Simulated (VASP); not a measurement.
A calculation with VASP 6.6.1 of MnS (native input, structure from a POSCAR):

Contents of INCAR:

```
PREC = Accurate ; ENCUT = 520
EDIFF = 1E-6 ; ISMEAR = 0
SIGMA = 0.05 ; LREAL = False
LASPH = True ; NELM = 120
ALGO = Normal ; ISIF = 2
LWAVE = False ; LCHARG = False
ISPIN = 2 ; MAGMOM = 4 4 0 0
LORBIT = 11 ; LMAXMIX = 4
GGA = CA
```

File KPOINTS:

```
regular mesh
0
Gamma
  8 8 4
```

The input POSCAR:

```
MnS
3.9536
    0.999994163117      0.000000000000      0.000000000000
   -0.499997081571      0.866020348897      0.000000000000
    0.000000000000      0.000000000000      1.604241415419
Mn S
2 2
Direct
    0.6666666667      0.3333333333      0.4988446700
    0.3333333333      0.6666666667      0.9988446700
    0.3333333333      0.6666666667      0.6261543000
    0.6666666667      0.3333333333      0.1261543000
```

Potentials or basis: VASP PAW LDA potentials, release 64 (Mn_pv, S).

Run with:

```console
$ cat potpaw_LDA.64/Mn_pv/POTCAR potpaw_LDA.64/S/POTCAR > POTCAR
$ mpirun -np 1 vasp_std > vasp.out
```

The cell is a database's computed one.

Problem. Write the same calculation in another form: ASE script, structure typed inline.

Solution. As run:

The input run.py:

```python
from ase import Atoms
from ase.calculators.vasp import Vasp
from ase.dft.bandgap import bandgap

atoms = Atoms(
    ['Mn', 'Mn', 'S', 'S'],
    cell=[[3.9535769233, 0.0, 0.0], [-1.9767884617, 3.4238980514, 0.0], [0.0, 0.0, 6.34252886]],
    scaled_positions=[[0.6666666667, 0.3333333333, 0.49884467], [0.3333333333, 0.6666666667, 0.99884467], [0.3333333333, 0.6666666667, 0.6261543], [0.6666666667, 0.3333333333, 0.1261543]],
    pbc=True,
)
atoms.set_initial_magnetic_moments([4.0, 4.0, 0.0, 0.0])
calc = Vasp(
    directory='calc',
    xc='lda',
    pp='LDA',
    setups='materialsproject',
    prec='Accurate',
    encut=520,
    ediff=1e-06,
    ismear=0,
    sigma=0.05,
    lreal=False,
    lasph=True,
    nelm=100,
    algo='Normal',
    isif=2,
    lwave=False,
    lcharg=False,
    ispin=2,
    lorbit=11,
    lmaxmix=4,
    kpts=[8, 8, 4],
    gamma=True,
)
atoms.calc = calc

print('energy (eV):', atoms.get_potential_energy())
print('free energy (eV):', atoms.get_potential_energy(force_consistent=True))
print('forces (eV/A):')
print(atoms.get_forces())
print('stress (eV/A^3, Voigt):', atoms.get_stress())
print('Fermi level (eV):', calc.get_fermi_level())
print('moment (muB):', atoms.get_magnetic_moment())
print('site moments (muB):', atoms.get_magnetic_moments())
gap, top, bottom = bandgap(calc)
print('band gap (eV):', gap, 'from (spin, k, band)', top, 'to', bottom)
```

Potentials or basis: VASP PAW LDA potentials, release 64 (Mn_pv, S).

Launch:

```bash
$ python run.py
```

Both were run:

|  | native input, structure from a POSCAR | ASE script, structure typed inline |
| --- | --- | --- |
| Pressure | -4.5 GPa | -4.5 GPa |
| Largest force | 0.248 eV/Å | 0.248 eV/Å |
| Band gap on the k mesh | none (metal or under the smearing width) | none (metal or under the smearing width) |
| Net moment | 9.52 μB per cell | 9.52 μB per cell |
| Site moments | Mn +4.16; S +0.10 μB | Mn +4.16; S +0.10 μB |
| Valence electrons inside the program's atomic spheres | Mn 11.43; S 3.73 | Mn 11.43; S 3.73 |

Keys that steer only the numerical path or the files written may differ.

Caveat: semilocal functionals often make such compounds metallic where correlation or magnetic order opens a gap, which also shifts bond lengths; only a ferromagnetic start was run, and an antiferromagnetic order may lie lower in energy.
